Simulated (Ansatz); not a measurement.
**Redistribution: C3H7I + C2H5NO → C3H9N + C2H3IO**

Species: C3H7I (1-iodopropane) `CCCI`, singlet; C2H5NO (acetamide) `CC(N)=O`, singlet; C3H9N (propylamine) `CCCN`, singlet; C2H3IO (acetyl iodide) `CC(=O)I`, singlet. The partners trade I for NH2; both sit on C, so the bond types are kept.

Shapes, held fixed at every level: PBE0-D4/def2-TZVP. Flexible molecules stand in one conformer, not always the lowest. Programs: Ansatz 0.2.0. Electronic energies: no zero-point or thermal term.

**Question.** Estimate ΔE of this reaction.

**Answer.** The highest level, CCSD(T)/def2-TZVPP, gives ΔE = +69.3 kJ/mol; the levels span +66.1 to +88.3. The column of differences is taken from that level and isn't an error. No measured value is set beside it here. For atoms past krypton def2 sets carry core potentials with scalar relativity. Correlated rows may include outer-core shells of I, which these sets cover unevenly.

```tsv
level	kind	ΔE (kJ/mol)	less CCSD(T)/def2-TZVPP
HF/def2-TZVPP	Hartree–Fock	+88.3	+19.0
r2SCAN-D4/def2-TZVPP	meta-GGA	+66.1	-3.2
B3LYP-D4/def2-TZVPP	global hybrid	+67.4	-1.9
B2PLYP/def2-TZVPP	double hybrid	+68.4	-0.9
MP2/def2-TZVPP	perturbation theory	+70.7	+1.4
CCSD/def2-TZVPP	coupled cluster or CI	+73.8	+4.5
CCSD(T)/def2-TZVPP	coupled cluster or CI	+69.3	0.0
```
